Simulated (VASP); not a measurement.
Crystal: Zn.

```
Zn
1.0
     2.67000    0.00000    0.00000
    -1.33500    2.31229    0.00000
     0.00000    0.00000    4.96600
Zn
2
Direct
  0.66667 0.33333 0.75000
  0.33333 0.66667 0.25000
```

Base run:

| Item | Value |
| --- | --- |
| Program | VASP 6.6.1 |
| Functional | PBE |
| Dispersion | TS |
| Potentials or basis | VASP PAW PBE potentials, release 54 (Zn) |
| Cutoff | 500 eV |
| k mesh | 11 × 11 × 6 |
| Occupations | gaussian, width 0.05 eV |
| Spin | no spin polarisation |

Its results: pressure -5.4 GPa.

The run is repeated on the same cell with these changes: dispersion from TS to none; cutoff from 500 eV to 520 eV. What comes out?

Pressure -0.1 GPa.

Caveats: atom-pairwise D2, TS and ULG terms overbind metals (some runs); pairwise dispersion overbinds metals, which lowers pressure and volume (some runs).

Not every run made on this cell is shown here.
